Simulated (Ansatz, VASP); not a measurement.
**C: VASP beside Ansatz**

File INCAR:

```
SYSTEM = C
PREC = Accurate
ENCUT = 520
EDIFF = 1E-7
ISMEAR = 0
SIGMA = 0.05
LREAL = .False.
LASPH = .True.
NELM = 100
ALGO = Fast
ISIF = 2
LWAVE = .False.
LCHARG = .False.
GGA = PS
NBANDS = 11
```

Contents of KPOINTS:

```
Automatic mesh
0
Gamma
  13 13 13
  0 0 0
```

File POSCAR:

```
C
2.5221
    0.000000000000      0.707097260220      0.707097260220
    0.707097260220      0.000000000000      0.707097260220
    0.707097260220      0.707097260220      0.000000000000
C
2
Direct
    0.7500000000      0.7500000000      0.7500000000
    0.5000000000      0.5000000000      0.5000000000
```

The input input.yaml:

```yaml
crystal:
  lattice:
    - [0.0, 1.78337, 1.78337]
    - [1.78337, 0.0, 1.78337]
    - [1.78337, 1.78337, 0.0]
  atoms:
    - { symbol: C, position: [0.75, 0.75, 0.75] }
    - { symbol: C, position: [0.5, 0.5, 0.5] }
hamiltonian:
  xc: pbesol
  pseudopotentials: { kind: paw }
kpoints:
  mp_grid: { grid: [13, 13, 13] }
scf:
  occupations: { method: gaussian, width: 0.05 }
output:
  forces: true
  stress: true
  eigenvalues: true
```

This isn't the form of C at room conditions, which is graphite.

Alike in both runs: task single point; functional PBEsol; k mesh 13 × 13 × 13; occupations gaussian, width 0.05 eV; no spin polarisation.

|  | VASP | Ansatz |
| --- | --- | --- |
| version | VASP 6.6.1 | Ansatz 0.2.0 |
| potentials or method | VASP PAW PBE potentials, release 54 (C) | Ansatz PAW |
| plane-wave cutoff (eV) | 520 | 420 |
| valence electrons in the cell | 8 | 8 |

|  | VASP | Ansatz | Ansatz less VASP |
| --- | --- | --- | --- |
| gap on the k mesh at the Fermi level (eV) | 4.01 | 4.02 | +0.006 |
| least direct gap on the mesh (eV) | 5.54 | 5.54 | +0.001 |
| pressure (GPa) | -3.8 | -4.8 | -1.05 |

With one functional, cell and mesh, what is left measures potentials, basis and numerics.

Caveats: the PAW data sets were made with another functional, which shifts forces and pressure a little (VASP); an odd mesh through Γ misses points on the zone boundary, where band edges often lie (VASP); odd divisions of the mesh miss points on the zone boundary, where band edges often lie, so the gap on the mesh can be too wide (Ansatz); the pressure holds a Pulay correction of +1.0 GPa for the finite cutoff (Ansatz); the PAW data sets come from PBE, with cores solved anew for the run's functional, which leaves a small shift of forces and pressure (Ansatz). A hybrid or GW would open this gap; PBEsol tends to underestimate it.
